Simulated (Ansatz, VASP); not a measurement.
## One calculation of Cd, two programs

INCAR

```
PREC = Accurate
ENCUT = 520
EDIFF = 1E-6
ISMEAR = -1
SIGMA = 0.05
LREAL = False
LASPH = True
NELM = 80
ALGO = Fast
ISIF = 2
LWAVE = False
LCHARG = False
GGA = CA
NBANDS = 19
```

Contents of KPOINTS:

```
regular mesh
0
Gamma
  10 10 5
```

The input POSCAR:

```
Cd
1.0
    2.9985981908      0.0000000000      0.0000000000
   -1.4992990954      2.5968622090      0.0000000000
    0.0000000000      0.0000000000      5.6548540644
Cd
2
Direct
    0.6666666667      0.3333333333      0.7500000000
    0.3333333333      0.6666666667      0.2500000000
```

File input.yaml:

```yaml
crystal:
  lattice:
    - [2.9985981908, 0.0, 0.0]
    - [-1.4992990954, 2.596862209, 0.0]
    - [0.0, 0.0, 5.6548540644]
  atoms:
    - { symbol: Cd, position: [0.6666666667, 0.3333333333, 0.75] }
    - { symbol: Cd, position: [0.3333333333, 0.6666666667, 0.25] }
kpoints:
  mp_grid: { grid: [10, 10, 5] }
scf:
  occupations: { method: fermi_dirac, width: 0.05 }
hamiltonian:
  xc: lda
  pseudopotentials: { kind: all_electron, lapw: { basis_error: 0.001 } }
output:
  forces: true
  stress: true
  eigenvalues: true
```

Change from the starting cell: volume scaled by 1.02.

Alike in both runs: task single point; functional LDA; k mesh 10 × 10 × 5; occupations fermi-dirac, width 0.05 eV; no spin polarisation.

|  | VASP | Ansatz |
| --- | --- | --- |
| version | VASP 6.6.1 | Ansatz 0.2.0 |
| potentials or method | VASP PAW LDA potentials, release 64 (Cd) | all-electron LAPW, scalar-relativistic |
| plane-wave cutoff (eV) | 520 | see its input |

```tsv
	VASP	Ansatz	Ansatz less VASP
gap on the k mesh at the Fermi level (eV)	none	none	-
pressure (GPa)	-4.9	-5.3	-0.45
largest component of the traceless stress (GPa)	0.53	0.73	+0.198
```

A gap of «none» marks a metal or a gap that the smearing closes. Ansatz ran all-electron here, so the differences hold the error of VASP's frozen core and of both bases.
